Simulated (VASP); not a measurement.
A run of VASP 6.6.1 is set up as follows.

File INCAR:

```
SYSTEM = Sn
ALGO = Fast
EDIFF = 1E-8
ENCUT = 520
GGA = PS
ISIF = 2
ISMEAR = -1
LASPH = .TRUE.
LCHARG = .FALSE.
LEFG = .TRUE.
LREAL = .FALSE.
LWAVE = .FALSE.
NBANDS = 13
NELM = 100
PREC = Accurate
SIGMA = 0.03
```

Contents of KPOINTS:

```
k-points
0
G
  16 16 16
  0 0 0
```

The input POSCAR:

```
Sn
1.0
   -1.7620499400      1.8100777800      2.3383420000
    1.7620499400     -1.8100777800      2.3383420000
    1.6910280600      1.7410162200     -2.3383420000
Sn
1
Direct
    0.0000000000      0.0000000000      0.0000000000
```

Potentials or basis: VASP PAW PBE potentials, release 64 (Sn_d).

Launch:

```sh
$ cat potpaw_PBE.64/Sn_d/POTCAR > POTCAR
$ mpirun -np 1 vasp_std > vasp.out
```

Estimate the pressure.

-3.7 GPa.

Predict the band gap on the k mesh.

none (metal or under the smearing width).

Stress tensor (GPa, compression positive):
```
-3.50  0.00  0.00
 0.00 -4.05  0.00
 0.00  0.00 -3.49
```

Caveat: the PAW data sets were made with another functional, which shifts forces and pressure a little.
